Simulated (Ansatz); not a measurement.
Set up this calculation in Ansatz 0.2.0, as an ASE script.

| Property | Result |
| --- | --- |
| Task | single point |
| Functional | PBEsol |
| Dispersion | D3(BJ)+ATM |
| Potentials or basis | PseudoDojo standard |
| Cutoff | 1143 eV |
| Density cutoff | 4572 eV |
| k mesh | 7 × 7 × 7 |
| Occupations | fermi-dirac, width 0.05 eV |
| Spin | no spin polarisation |
| Driver | calculator |

The structure of ZrO2 lies in ZrO2.cif:

```cif
data_ZrO2
_cell_length_a 3.63721142
_cell_length_b 3.60299820
_cell_length_c 3.53393873
_cell_angle_alpha 60.33974336
_cell_angle_beta 60.21114442
_cell_angle_gamma 60.35440532
_space_group_name_H-M_alt 'P1'
_space_group_name_Hall 'P 1'
_space_group_IT_number 1
loop_
_space_group_symop_operation_xyz
'x,y,z'
loop_
_atom_site_label
_atom_site_type_symbol
_atom_site_symmetry_multiplicity
_atom_site_Wyckoff_symbol
_atom_site_fract_x
_atom_site_fract_y
_atom_site_fract_z
_atom_site_occupancy
Zr1 Zr 1 a 0.0000000000 0.0000000000 0.0000000000 1
O1 O 1 a 0.7500000000 0.7500000000 0.7500000000 1
O2 O 1 a 0.2500000000 0.2500000000 0.2500000000 1
```

The cell comes from a database or a generator and needn't be the stable form of this composition.

The cell isn't the ideal one: cell strained at random at fixed volume.

One way to write it, as run:

run.py

```python
import json

import ase.io
import numpy as np
from ase.calculators.calculator import CalculationFailed, Calculator
from ase.stress import full_3x3_to_voigt_6_stress
from ase.units import GPa

import ansatz as az

class AnsatzCalculator(Calculator):
    implemented_properties = ["energy", "free_energy", "forces", "stress", "magmom"]

    def calculate(self, atoms, properties, system_changes):
        super().calculate(atoms, properties, system_changes)
        structure = atoms.copy()
        structure.set_constraint()
        structure.set_momenta(None)
        structure.set_masses(None)
        outcome = (
            az.Crystal.from_ase(structure)
            .calculation()
            .basis(xc_grid=2)
            .kpoints(7, 7, 7)
            .functional("pbesol", dispersion="d3bjatm")
            .pseudopotentials(kind="nc", accuracy="standard")
            .scf(tolerance=2e-10)
            .occupations(method="fermi_dirac", width=0.05)
            .forces()
            .stress()
            .run(threads=2)
        )
        if not outcome.report["converged"]:
            raise CalculationFailed("SCF not converged")
        report = outcome.report
        self.results = {
            "free_energy": report["lagrangian_ev"],
            "energy": report["lagrangian_ev"],
            "forces": np.array(report["forces_ev_ang"]),
            "stress": -GPa * full_3x3_to_voigt_6_stress(report["stress_gpa"]),
            "magmom": report["magnetization_mub"],
        }

np.set_printoptions(precision=5, suppress=True, linewidth=110)
atoms = ase.io.read("ZrO2.cif")
atoms.info.pop("occupancy", None)
atoms.calc = AnsatzCalculator()
print(f"free energy {atoms.get_potential_energy():.6f} eV")
print("forces (eV/A)", atoms.get_forces(), sep="\n")
print("stress (GPa, Voigt, tension positive)", atoms.get_stress() / GPa, sep="\n")
print(f"moment {atoms.get_magnetic_moment():.4f} muB")
```

Potentials or basis: PseudoDojo standard.

Command:

```sh
$ python run.py
```

Results of the run:

* Pressure: -7.0 GPa
* Largest force: 0.206 eV/Å
* Band gap on the k mesh: 3.25 eV

Caveat: odd divisions of the mesh miss points on the zone boundary, where band edges often lie, so the gap on the mesh can be too wide.

Wall time 8.4 s on 2 threads of Arm Neoverse V2, on a shared host, peak memory 0.64 GiB.
